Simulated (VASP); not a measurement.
The system is BAs.

```xyz
2
Lattice="0.0000 2.3889 2.3889 2.3889 0.0000 2.3889 2.3889 2.3889 0.0000" Properties=species:S:1:pos:R:3 pbc="T T T"
B     0.0000    0.0000    0.0000
As    1.1945    1.1945    1.1945
```

The cell was built by a generator and needn't be a form met in nature.

Base run:

- Program: VASP 6.6.1
- Functional: r2SCAN
- Potentials or basis: VASP PAW PBE potentials, release 64 (B, As)
- Cutoff: 520 eV
- k mesh: 10 × 10 × 10
- Occupations: gaussian, width 0.02 eV
- Spin: no spin polarisation

Its results: band gap on the k mesh 1.37 eV, indirect (least direct gap 3.44 eV); pressure 0.8 GPa.

After a change of settings the same cell gave: band gap on the k mesh 1.18 eV, indirect (least direct gap 3.28 eV); pressure 3.4 GPa. Which change was it?
A. functional from r2SCAN to LDA; potentials or basis from VASP PAW PBE potentials, release 64 (B, As) to VASP PAW LDA potentials, release 64 (B, As)
B. functional from r2SCAN to SCAN
C. functional from r2SCAN to PBEsol
D. functional from r2SCAN to PBE

D.

r2SCAN gives the wider gap, since meta-GGAs in the generalised Kohn-Sham scheme recover part of the derivative discontinuity.

Caveats: the PAW data sets were made with another functional, which shifts forces and pressure a little (some runs).
